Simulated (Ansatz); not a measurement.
# InP: pressure against volume

The task here is to estimate one member of a computed series from the others.

Program: Ansatz 0.2.0. Level of theory: DFT PBEsol, scalar-relativistic. These are calculated values, not measurements.

**The system as given**

Symmetry: Fm-3m, No. 225, cubic system. Conventional cell: a = 5.710 Å, b = 5.710 Å, c = 5.710 Å, α = 90.00°, β = 90.00°, γ = 90.00°. Around In (site symmetry m-3m) lie 6 P at 2.86 Å. P (site symmetry m-3m) has 6 In at 2.86 Å as nearest neighbours.

As a file:

```cif
data_structure
_symmetry_space_group_name_H-M 'P 1'
_symmetry_Int_Tables_number 1
_cell_length_a 4.0376
_cell_length_b 4.0376
_cell_length_c 4.0376
_cell_angle_alpha 60.000
_cell_angle_beta 60.000
_cell_angle_gamma 60.000
_cell_volume 46.54
loop_
_atom_site_label
_atom_site_type_symbol
_atom_site_fract_x
_atom_site_fract_y
_atom_site_fract_z
_atom_site_occupancy
In1 In 0.00000 0.00000 0.00000 1
P1 P 0.50000 0.50000 0.50000 1
```

Atoms are numbered in the order of the input: In1, P2.

The first run:

The input, input.yaml:

```yaml
crystal:
  lattice:
    - [0.0, 2.8164141889, 2.8164141889]
    - [2.8164141889, 0.0, 2.8164141889]
    - [2.8164141889, 2.8164141889, 0.0]
  atoms:
    - { symbol: In, position: [0.0, 0.0, 0.0] }
    - { symbol: P, position: [0.5, 0.5, 0.5] }
kpoints:
  mp_grid: { grid: [11, 11, 11] }
  band_path:
    path:
      - [0.0, 0.0, 0.0]
      - [0.5, 0.0, 0.5]
      - [0.625, 0.25, 0.625]
      - [0.375, 0.375, 0.75]
      - [0.0, 0.0, 0.0]
      - [0.5, 0.5, 0.5]
      - [0.5, 0.25, 0.75]
      - [0.5, 0.0, 0.5]
    npoints: 5
scf:
  occupations: { method: fermi_dirac, width: 0.03 }
hamiltonian:
  xc: pbesol
  pseudopotentials: { kind: all_electron, lapw: { basis_error: 0.00025 } }
output:
  forces: true
  stress: true
  eigenvalues: true
```

Launch:

```console
$ ansatz run input.yaml --threads 1 --pin off --max-ram 3072MiB --backend cpu --events-out ev --progress --plain --runs-dir out
```

Steps of the session up to this table: Volume × 0.96, LAPW; Volume × 0.96, PAW; Volume × 0.96, crystal datasets; Volume × 0.99, LAPW; Volume × 0.99, PAW; Volume × 0.99, crystal datasets; Volume × 1.02, LAPW; Volume × 1.02, PAW; Volume × 1.02, crystal datasets; Volume × 1.06, LAPW; Volume × 1.06, PAW; Volume × 1.06, crystal datasets.

One table of the session follows, with a row left open; its other results are not shown here.

```
          method  volume (Å³/atom)  pressure (GPa)
            LAPW            22.340           -6.39
            LAPW            23.038           -7.81
            LAPW            23.737               ?
            LAPW            24.667          -10.20
             PAW            22.340           -6.40
             PAW            23.038           -7.82
             PAW            23.737           -9.00
             PAW            24.667          -10.21
crystal datasets            22.340           -6.39
crystal datasets            23.038           -7.81
crystal datasets            23.737           -8.98
crystal datasets            24.667          -10.20
```

Q: Estimate the row for LAPW, 23.737 from the others.

As computed: pressure (GPa): -8.99. In the column «pressure (GPa)» it lies between PAW, 23.737 (-9.00) and crystal datasets, 23.737 (-8.98).

To keep in mind: Warnings in the runs' records: gradients without spin orbit, crystal datasets made.
